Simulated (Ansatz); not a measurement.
Set up this calculation in Ansatz 0.2.0, as the native input.

```yaml
Task: single point
Functional: PBE
Potentials_or_basis: all-electron LAPW, scalar-relativistic
Cutoff: 204 eV (chosen from the basis error)
Basis_error_allowed: 0.004 eV/atom
k_mesh: 3 × 3 × 3
Occupations: fermi-dirac, width 0.04 eV
Spin: no spin polarisation
```

The system is InP.

```
In P
1.0
     0.00000    2.93050    2.93050
     2.93050    0.00000    2.93050
     2.93050    2.93050    0.00000
In P
1 1
Cartesian
  0.0000 0.0000 0.0000
  4.3957 4.3957 4.3957
```

One way to write it, as run:

input.yaml

```yaml
crystal:
  lattice:
    - [0.0, 2.9305, 2.9305]
    - [2.9305, 0.0, 2.9305]
    - [2.9305, 2.9305, 0.0]
  atoms:
    - { symbol: In, position: [0.0, 0.0, 0.0] }
    - { symbol: P, position: [0.75, 0.75, 0.75] }
kpoints:
  mp_grid: { grid: [3, 3, 3] }
scf:
  occupations: { method: fermi_dirac, width: 0.04 }
hamiltonian:
  xc: pbe
  pseudopotentials: { kind: all_electron, lapw: { basis_error: 0.004 } }
output:
  forces: true
  stress: true
  eigenvalues: true
```

Potentials or basis: all-electron LAPW, scalar-relativistic.

Launch:

```sh
$ ansatz run input.yaml --threads 1 --pin off --max-ram 3072MiB --backend cpu --events-out ev --progress --plain --runs-dir out
```

It gave:

The pressure is 4.2 GPa and the band gap on the k mesh is 0.68 eV, direct.

Caveat: the k mesh is coarse (spacing up to 0.62 Å⁻¹), so the values aren't converged; spin-orbit coupling is left out, which moves the levels of the heavy elements.

Run time: 1.7 s on 1 thread of Arm Neoverse V2, on a shared host, peak memory 0.21 GiB.
